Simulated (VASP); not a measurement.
# ZnSe (Stilleite) (F-43m) in VASP: settings compared

The runs below take ZnSe (Stilleite) through relaxation of cell and atoms, with PBE, r2SCAN.

All numbers are computed with VASP 6.6.1; they aren't measurements. Logs are shortened: lines on timing, memory, paths and dates and some standing lists are left out, and cuts for length are marked.

### Step 1. Starting point

Symmetry: F-43m, No. 216, cubic system. The conventional cell has a = 5.742 Å, b = 5.742 Å, c = 5.742 Å, α = 90.00°, β = 90.00°, γ = 90.00°. Zn (site symmetry -43m) is surrounded by 4 Se at 2.49 Å. Se (site symmetry -43m) is surrounded by 4 Zn at 2.49 Å.

### Step 2. Relaxation of cell and atoms, PBE

INCAR

```
PREC     = Accurate       # precision mode
ENCUT    = 600            # plane-wave cutoff, eV
EDIFF    = 1E-7           # SCF threshold, eV
ISMEAR   = 0              # smearing method
SIGMA    = 0.03           # smearing width, eV
LREAL    = False          # projectors in reciprocal space
LASPH    = True           # aspherical terms in the spheres
NELM     = 80             # most SCF steps
ALGO     = Normal         # electronic algorithm
ISIF     = 3              # what is computed and relaxed
LWAVE    = False          # write WAVECAR
LCHARG   = False          # write CHGCAR
GGA      = PE             # functional
IBRION   = 2              # ionic algorithm
NSW      = 90             # ionic steps
EDIFFG   = -0.005         # ionic threshold
```

KPOINTS

```
regular mesh
0
Gamma
  8 8 8
```

POSCAR

```
ZnSe                                    
1.0
    0.0000000000      2.8709969153      2.8709969153
    2.8709969153      0.0000000000      2.8709969153
    2.8709969153      2.8709969153      0.0000000000
  Zn              Se            
     1     1
Direct
     1.0000000000000000    1.0000000000000000    1.0000000000000000
     0.2500000000000000    0.2500000000000000    0.2500000000000000
```

Potentials or basis: VASP PAW PBE potentials, release 64 (Zn, Se).

On the command line:

```bash
cat potpaw_PBE.64/Zn/POTCAR potpaw_PBE.64/Se/POTCAR > POTCAR
mpirun -np 1 vasp_std > vasp.out
```

OUTCAR:

```text
PREC = Accurate
   ENCUT = 600
   EDIFF = 1E-7
   ISMEAR = 0
   LREAL = False
   LASPH = True
   NELM = 80
   ISIF = 3
   GGA = PE
   IBRION = 2
   NSW = 90
   EDIFFG = -0.005

 ion  position               nearest neighbor table
   1  0.000  0.000  0.000-   2 2.49   2 2.49   2 2.49   2 2.49
   2  0.250  0.250  0.250-   1 2.49   1 2.49   1 2.49   1 2.49

  LATTYP: Found a face centered cubic cell.
 ALAT       =     5.7419938306

  Lattice vectors:

 A1 = (   0.0000000000,   2.8709969153,   2.8709969153)
 A2 = (   2.8709969153,   0.0000000000,   2.8709969153)
 A3 = (   2.8709969153,   2.8709969153,   0.0000000000)

Analysis of symmetry for initial positions (statically):
=====================================================================
 Subroutine PRICEL returns:
 Original cell was already a primitive cell.

 Routine SETGRP: Setting up the symmetry group for a
 face centered cubic supercell.

 Subroutine GETGRP returns: Found 24 space group operations
 (whereof 24 operations were pure point group operations)
 out of a pool of 48 trial point group operations.

The static configuration has the point symmetry T_d .

Analysis of symmetry for dynamics (positions and initial velocities):
=====================================================================
 Subroutine PRICEL returns:
 Original cell was already a primitive cell.

 Routine SETGRP: Setting up the symmetry group for a
 face centered cubic supercell.

 Subroutine GETGRP returns: Found 24 space group operations
 (whereof 24 operations were pure point group operations)
 out of a pool of 48 trial point group operations.

The dynamic configuration has the point symmetry T_d .

 Subroutine INISYM returns: Found 24 space group operations
 (whereof 24 operations are pure point group operations),
 and found     1 'primitive' translations

----------------------------------------------------------------------------------------

                                     Primitive cell

  volume of cell :      47.3291

  direct lattice vectors                    reciprocal lattice vectors
[... 147 lines left out ...]
  external PRESSURE =      -0.7460269 kB  Pullay stress =       0.0000000 kB

 VOLUME and BASIS-vectors are now :
 -----------------------------------------------------------------------------
  energy-cutoff  :      600.00
  volume of cell :       47.33
      direct lattice vectors                 reciprocal lattice vectors
     0.000000000  2.870996915  2.870996915    -0.174155534  0.174155534  0.174155534
     2.870996915  0.000000000  2.870996915     0.174155534 -0.174155534  0.174155534
     2.870996915  2.870996915  0.000000000     0.174155534  0.174155534 -0.174155534

 POSITION                                       TOTAL-FORCE (eV/Angst)
 -----------------------------------------------------------------------------------
      0.00000      0.00000      0.00000        -0.000000     -0.000000     -0.000000
      1.43550      1.43550      1.43550         0.000000      0.000000      0.000000
 -----------------------------------------------------------------------------------
    total drift:                                0.000000      0.000000      0.000000

  FREE ENERGIE OF THE ION-ELECTRON SYSTEM (eV)
  ---------------------------------------------------
  free  energy   TOTEN  =        -6.0323451616 eV

  energy  without entropy=       -6.0323451616  energy(sigma->0) =       -6.03234516

--------------------------------------- Ionic step        2  -------------------------------------------

 number of electron      18.0000015 magnetization

 Free energy of the ion-electron system (eV)
  ---------------------------------------------------
  ext. energy  EPLUGINS =         0.00000000
  ---------------------------------------------------
  free energy    TOTEN  =        -6.03236661 eV

  energy without entropy =       -6.03236661  energy(sigma->0) =       -6.03236661

 E-fermi :   1.4369     XC(G=0):  -9.1511

 val. band max:        1.2985329982   @ k =   0.0000   0.0000   0.0000
 cond. band min:       2.4396277547   @ k =   0.0000   0.0000   0.0000
 fundamental gap:      1.1410947565
 Fermi energy:         1.4368649780

 k-point     1 :       0.0000    0.0000    0.0000
  band No.  band energies     occupation
      1     -11.7270      2.00000
      2      -5.1185      2.00000
      3      -5.1185      2.00000
      4      -5.1185      2.00000
      5      -4.7819      2.00000
      6      -4.7819      2.00000
      7       1.2985      2.00000
      8       1.2985      2.00000
      9       1.2985      2.00000
     10       2.4396      0.00000
     11       7.1088      0.00000
     12       7.1088      0.00000
     13       7.1088      0.00000
[... 354 lines left out ...]
  band No.  band energies     occupation
      1     -10.8795      2.00000
      2      -5.0207      2.00000
      3      -4.9891      2.00000
      4      -4.8084      2.00000
      5      -4.7750      2.00000
      6      -4.5898      2.00000
      7      -3.3875      2.00000
      8      -0.9835      2.00000
      9      -0.0742      2.00000
     10       5.4145      0.00000
     11       6.8748      0.00000
     12       8.6105      0.00000
     13       9.8472      0.00000

 [... further k-points ...]
[... 5 lines left out ...]
  --------------------------------------------------------------------------------------
  -------------------------------------------------------------------------------------
  Total       -0.0023066     -0.0023066     -0.0023066     -0.0000000      0.0000000      0.0000000
  in kB       -0.0782073     -0.0782073     -0.0782073     -0.0000000      0.0000000      0.0000000
  external PRESSURE =      -0.0782073 kB  Pullay stress =       0.0000000 kB

 VOLUME and BASIS-vectors are now :
 -----------------------------------------------------------------------------
  energy-cutoff  :      600.00
  volume of cell :       47.25
      direct lattice vectors                 reciprocal lattice vectors
     0.000000000  2.869470734  2.869470734    -0.174248162  0.174248162  0.174248162
     2.869470734  0.000000000  2.869470734     0.174248162 -0.174248162  0.174248162
     2.869470734  2.869470734 -0.000000000     0.174248162  0.174248162 -0.174248162

 POSITION                                       TOTAL-FORCE (eV/Angst)
 -----------------------------------------------------------------------------------
      5.73894      5.73894      5.73894         0.000000      0.000000      0.000000
      1.43474      1.43474      1.43474        -0.000000     -0.000000     -0.000000
 -----------------------------------------------------------------------------------
    total drift:                                0.000000      0.000000      0.000000

  FREE ENERGIE OF THE ION-ELECTRON SYSTEM (eV)
  ---------------------------------------------------
  free  energy   TOTEN  =        -6.0323666117 eV

  energy  without entropy=       -6.0323666117  energy(sigma->0) =       -6.03236661

 reached required accuracy - stopping structural energy minimisation
```

OSZICAR:

```text
N       E                     dE             d eps       ncg     rms          rms(c)
DAV:   1     0.896661855529E+02    0.89666E+02   -0.97041E+03   754   0.172E+03
DAV:   2    -0.200890935934E+00   -0.89867E+02   -0.85670E+02   804   0.286E+02
DAV:   3    -0.626141719250E+01   -0.60605E+01   -0.60312E+01   924   0.721E+01
[... 13 lines left out ...]
DAV:   2    -0.603242816461E+01    0.41310E-03   -0.15225E-03   894   0.108E+00    0.564E-02
DAV:   3    -0.603237922906E+01    0.48936E-04   -0.52894E-05   794   0.667E-02    0.268E-02
DAV:   4    -0.603236795590E+01    0.11273E-04   -0.74942E-06   865   0.323E-02    0.105E-02
DAV:   5    -0.603236661519E+01    0.13407E-05   -0.18980E-06  1120   0.262E-02    0.939E-04
DAV:   6    -0.603236661175E+01    0.34456E-08   -0.50401E-07   759   0.115E-02
   2 F= -.60323666E+01 E0= -.60323666E+01  d E =-.214501E-04
```

It took 16 s on 1 thread of AMD EPYC 9R45 (Zen 5), shared host; peak memory 0.16 GiB.

Results:

```
Free energy                            : -6.0324 eV
Relaxed volume                         : 23.63 Å³/atom
Relaxed cell                           : a = 4.058 Å, b = 4.058 Å, c = 4.058 Å, α = 60.00°, β = 60.00°, γ = 60.00°
Space group after relaxing (to 0.05 Å) : F-43m (No. 216)
Energy gained by relaxing              : 0.0 meV/atom
Ionic steps                            : 2
Pressure after relaxing                : 0.0 GPa
Band gap on the k mesh                 : 1.14 eV, direct
```

Final structure:
```
Zn Se
1.0
     0.00000    2.86947    2.86947
     2.86947    0.00000    2.86947
     2.86947    2.86947    0.00000
Zn Se
1 1
Direct
  0.00000 0.00000 0.00000
  0.25000 0.25000 0.25000
```

### Step 3. Relaxation of cell and atoms, r2SCAN

This run uses another cell than the first one, of 22.76 Å³/atom, 0.962 times its volume.

INCAR

```
SYSTEM = ZnSe
PREC = Accurate ; ENCUT = 600
EDIFF = 1E-6 ; ISMEAR = 0
SIGMA = 0.03 ; LREAL = .False.
LASPH = .True. ; NELM = 80
ALGO = Normal ; ISIF = 3
LWAVE = .False. ; LCHARG = .False.
METAGGA = R2SCAN ; LMIXTAU = .True.
IBRION = 2 ; NSW = 90
EDIFFG = -0.01
```

KPOINTS

```
Automatic mesh
0
Gamma
  8 8 8
  0 0 0
```

POSCAR

```
ZnSe
1.0
    0.0000000000      2.8338000000      2.8338000000
    2.8338000000      0.0000000000      2.8338000000
    2.8338000000      2.8338000000      0.0000000000
Zn Se
1 1
Direct
    0.0000000000      0.0000000000      0.0000000000
    0.2500000000      0.2500000000      0.2500000000
```

Potentials or basis: VASP PAW PBE potentials, release 64 (Zn, Se).

On the command line:

```bash
cat potpaw_PBE.64/Zn/POTCAR potpaw_PBE.64/Se/POTCAR > POTCAR
mpirun -np 1 vasp_std > vasp.out
```

OUTCAR:

```text
SYSTEM = ZnSe
   PREC = Accurate
   ENCUT = 600
   EDIFF = 1E-6
   ISMEAR = 0
   LREAL = .False.
   LASPH = .True.
   NELM = 80
   ISIF = 3
   METAGGA = R2SCAN
   IBRION = 2
   NSW = 90
   EDIFFG = -0.01

 ion  position               nearest neighbor table
   1  0.000  0.000  0.000-   2 2.45   2 2.45   2 2.45   2 2.45
   2  0.250  0.250  0.250-   1 2.45   1 2.45   1 2.45   1 2.45

  LATTYP: Found a face centered cubic cell.
 ALAT       =     5.6676000000
[... 577 lines left out ...]

  FORCE on cell =-STRESS in cart. coord.  units (eV):
  Direction    XX          YY          ZZ          XY          YZ          ZX
  --------------------------------------------------------------------------------------
  -------------------------------------------------------------------------------------
  Total        0.0021411      0.0021411      0.0021411      0.0000000      0.0000000     -0.0000000
  in kB        0.0753713      0.0753713      0.0753713      0.0000000      0.0000000     -0.0000000
  external PRESSURE =       0.0753713 kB  Pullay stress =       0.0000000 kB

 VOLUME and BASIS-vectors are now :
 -----------------------------------------------------------------------------
  energy-cutoff  :      600.00
  volume of cell :       45.51
      direct lattice vectors                 reciprocal lattice vectors
     0.000000000  2.833800000  2.833800000    -0.176441527  0.176441527  0.176441527
     2.833800000  0.000000000  2.833800000     0.176441527 -0.176441527  0.176441527
     2.833800000  2.833800000  0.000000000     0.176441527  0.176441527 -0.176441527

 POSITION                                       TOTAL-FORCE (eV/Angst)
 -----------------------------------------------------------------------------------
      0.00000      0.00000      0.00000         0.000000      0.000000      0.000000
      1.41690      1.41690      1.41690        -0.000000     -0.000000     -0.000000
 -----------------------------------------------------------------------------------
    total drift:                                0.000026      0.000026      0.000026

  FREE ENERGIE OF THE ION-ELECTRON SYSTEM (eV)
  ---------------------------------------------------
  free  energy   TOTEN  =       -24.9107183521 eV

  energy  without entropy=      -24.9107183521  energy(sigma->0) =      -24.91071835

 reached required accuracy - stopping structural energy minimisation
```

OSZICAR:

```text
N       E                     dE             d eps       ncg     rms          rms(c)
DAV:   1     0.729592092851E+02    0.72959E+02   -0.10078E+04   754   0.180E+03
DAV:   2    -0.211332528009E+02   -0.94092E+02   -0.89910E+02   794   0.300E+02
DAV:   3    -0.276246907589E+02   -0.64914E+01   -0.64613E+01   944   0.767E+01
DAV:   4    -0.276901756062E+02   -0.65485E-01   -0.65463E-01   804   0.820E+00
DAV:   5    -0.276904966573E+02   -0.32105E-03   -0.32105E-03   934   0.547E-01    0.503E+00
DAV:   6    -0.248727736290E+02    0.28177E+01   -0.18494E+00   874   0.422E+01    0.487E+00
DAV:   7    -0.248293271275E+02    0.43447E-01   -0.48346E-01   754   0.140E+01    0.217E+00
DAV:   8    -0.248693972579E+02   -0.40070E-01   -0.16598E-01   784   0.463E+00    0.603E-01
DAV:   9    -0.248465578701E+02    0.22839E-01   -0.16073E-01   754   0.404E+00    0.231E-01
DAV:  10    -0.249091279078E+02   -0.62570E-01   -0.52631E-02   754   0.232E+00    0.970E-02
DAV:  11    -0.249106933124E+02   -0.15654E-02   -0.17225E-03   874   0.537E-01    0.601E-02
DAV:  12    -0.249101481139E+02    0.54520E-03   -0.33822E-04   764   0.278E-01    0.230E-02
DAV:  13    -0.249106813823E+02   -0.53327E-03   -0.46164E-04   764   0.258E-01    0.978E-03
DAV:  14    -0.249107119920E+02   -0.30610E-04   -0.34917E-05   804   0.632E-02    0.383E-03
DAV:  15    -0.249107156790E+02   -0.36870E-05   -0.61810E-06   844   0.561E-02    0.368E-03
DAV:  16    -0.249107181589E+02   -0.24800E-05   -0.14367E-06   552   0.223E-02    0.236E-03
DAV:  17    -0.249107183521E+02   -0.19317E-06   -0.42592E-07   482   0.100E-02
   1 F= -.24910718E+02 E0= -.24910718E+02  d E =-.249107E+02
```

Run time: 71 s. Hardware: 1 thread of Intel Xeon Platinum 8559C (Emerald Rapids), shared host; peak memory 0.19 GiB.

What came out:

```yaml
Free_energy: -24.9107 eV
Pressure_after_relaxing: 0.0 GPa
Band_gap_on_the_k_mesh: 1.87 eV, direct
```

Final structure:
```
CELL_PARAMETERS angstrom
0.00000 2.83380 2.83380
2.83380 0.00000 2.83380
2.83380 2.83380 0.00000
ATOMIC_POSITIONS crystal
Zn 0.00000 0.00000 0.00000
Se 0.25000 0.25000 0.25000
```

Caveat: the relaxation stopped at its first step, so nothing moved; the PAW data sets were made with another functional, which shifts forces and pressure a little. r2SCAN opens gaps a little over a GGA but as a rule still falls short of measured ones.

### Step 4. Relaxation of cell and atoms, r2SCAN

This run uses another cell than the first one, of 22.76 Å³/atom, 0.962 times its volume.

Changes to INCAR since step 3:

```diff
@@ -2,3 +2,3 @@
 PREC = Accurate ; ENCUT = 600
-EDIFF = 1E-6 ; ISMEAR = 0
+EDIFF = 1E-7 ; ISMEAR = 0
 SIGMA = 0.03 ; LREAL = .False.
@@ -9,2 +9,2 @@
 IBRION = 2 ; NSW = 90
-EDIFFG = -0.01
+EDIFFG = -0.005
```

KPOINTS is that of step 3.

POSCAR

```
ZnSe                                    
1.0
    0.0000000000      2.8338000000      2.8338000000
    2.8338000000      0.0000000000      2.8338000000
    2.8338000000      2.8338000000      0.0000000000
  Zn              Se            
     1     1
Direct
     0.0000000000000000    0.0000000000000000    0.0000000000000000
     0.2500000000000000    0.2500000000000000    0.2500000000000000
```

On the command line:

```bash
cat potpaw_PBE.64/Zn/POTCAR potpaw_PBE.64/Se/POTCAR > POTCAR
mpirun -np 1 vasp_std > vasp.out
```

It took 68 s on 1 thread of Intel Xeon Platinum 8559C (Emerald Rapids), shared host; peak memory 0.19 GiB.

Results (log left out):

```yaml
Free_energy: -24.9107 eV
Pressure_after_relaxing: 0.0 GPa
Band_gap_on_the_k_mesh: 1.87 eV, direct
```

Final structure:
```
CELL_PARAMETERS angstrom
0.00000 2.83380 2.83380
2.83380 0.00000 2.83380
2.83380 2.83380 0.00000
ATOMIC_POSITIONS crystal
Zn 0.00000 0.00000 0.00000
Se 0.25000 0.25000 0.25000
```

Levels at points of the mesh, in eV from the valence-band top:
| k point | band 7 | band 8 | band 9 | band 10 | band 11 | band 12 |
| --- | --- | --- | --- | --- | --- | --- |
| (0.00, 0.00, 0.00) | 0.00 | 0.00 | 0.00 | 1.87 | 6.32 | 6.32 |
| (0.50, 0.00, 0.00) | -5.30 | -0.88 | -0.88 | 3.05 | 6.87 | 6.87 |
| (0.50, 0.50, 0.00) | -4.79 | -2.23 | -2.23 | 3.34 | 3.87 | 11.51 |

Caveat: the relaxation stopped at its first step, so nothing moved; the PAW data sets were made with another functional, which shifts forces and pressure a little.
